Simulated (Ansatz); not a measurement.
## TiAl3: strain energy, fitted

TiAl3, Pm-3m, a = 3.948 Å. This isn't the usual stable structure of the compound. Ansatz: PBEsol, PAW, 420 eV, Γ-centred 14×14×14 mesh on 4 atoms, Gaussian smearing 0.10 eV; no spin polarisation. Series: shear of c along a, cell held, atoms fixed by symmetry; x is the strain in per cent (engineering shear). y is the free energy over the unstrained cell, V0 = 15.388 Å³/atom. Symmetry makes y even in x.

| x (%) | y (meV/atom) |
| --- | --- |
| 0.0 | 0.00 |
| 2.0 | 1.60 |
| 4.0 | 6.44 |
| 6.0 | 14.51 |
| 8.0 | 25.68 |
| 12.0 | ? |

Q: Fit y = c2 x² + c4 x⁴ to the other rows, turn c2 into a modulus, and predict the missing energy.

A: Least squares on the rows shown. y = 0.40426 x² − 4.5999×10⁻⁵ x⁴. In eV per unit strain² c2 is 4.043; this is the shear stiffness (E = ½ C V0 γ²): 2 × 4.043 × 160.2 / (15.388) = 84 GPa. At x = 12.0 the fit asked for gives 57.26 meV/atom. The run gave 57.11 meV/atom, so the fit is 0.15 meV/atom too high, a small miss on the scale of the series. The form still works here, 50 % of the fitted range beyond its end.